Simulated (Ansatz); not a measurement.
PbI₂, DFT, PBEsol, all-electron PAW with datasets made for the crystal, scalar-relativistic (Ansatz 0.2.0), run on 1 thread of Arm Neoverse V1 on a shared host.

The cell is COD entry 9009114, as deposited and not checked against the literature; nothing was relaxed. The listed cell was then made from it by scaling, straining or moving an atom.

Command: `ansatz run input.yaml --threads 1 --pin off --max-ram 4096MiB --backend cpu --events-out ev --progress --plain --runs-dir out`

```yaml
crystal:
  lattice:
    - [4.5094518372, 0.0, 0.0]
    - [-2.2547259186, 3.9052998482, 0.0]
    - [0.0, 0.0, 6.977]
  atoms:
    - { symbol: Pb, position: [0.0, 0.0, 0.0] }
    - { symbol: I, position: [0.3333333333, 0.6666666667, 0.265] }
    - { symbol: I, position: [0.6666666667, 0.3333333333, 0.735] }
kpoints:
  mp_grid: { grid: [8, 8, 5] }
scf:
  occupations: { method: fermi_dirac, width: 0.02 }
hamiltonian:
  xc: pbesol
  pseudopotentials: { kind: all_electron, datasets: crystal }
output:
  forces: true
  stress: true
  eigenvalues: true
  efg: { contact_densities: true }
```

Task: How large is the problem that the program sets up?

Result: 40 irreducible k-points, 1073 plane waves at Γ, 18 bands.

Task: Estimate the wall time and the peak memory.

Result: 12 s of wall time for 9 SCF iterations, with a peak of 0.59 GiB. Times on shared machines scatter by tens of per cent.

Task: And the same cell and mesh by PAW (frozen-core files), asked for forces, stress, eigenvalues, efg, on the same hardware?

Result: 11 s, peak memory 0.49 GiB.
